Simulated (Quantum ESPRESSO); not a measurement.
Crystal: FePt (Tetraferroplatinum).

```
Pt Fe
1.0
     2.72350    0.00000    0.00000
     0.00000    2.72350    0.00000
     0.00000    0.00000    3.72000
Pt Fe
1 1
Direct
  0.50000 0.50000 0.50000
  0.00000 0.00000 0.00000
```

Program: Quantum ESPRESSO 7.5. Alike in all runs: task band structure; spin collinear, ferromagnetic start; cell as given; k mesh 10 × 10 × 7; cutoff (eV) 1225; smearing fermi-dirac 0.05 eV.

Order these runs on this cell by their pressure, lowest first.
A. level LDA; potentials or basis PseudoDojo 0.4.1 SR LDA standard; form of the LDA correlation PW92
B. level PBEsol; potentials or basis PseudoDojo 0.4.1 SR PBEsol standard
C. level PBE; potentials or basis PseudoDojo 0.4.1 SR PBE standard

A (-12.6 GPa), B (-5.5 GPa), C (4.1 GPa).

Not every run made on this cell is shown here.
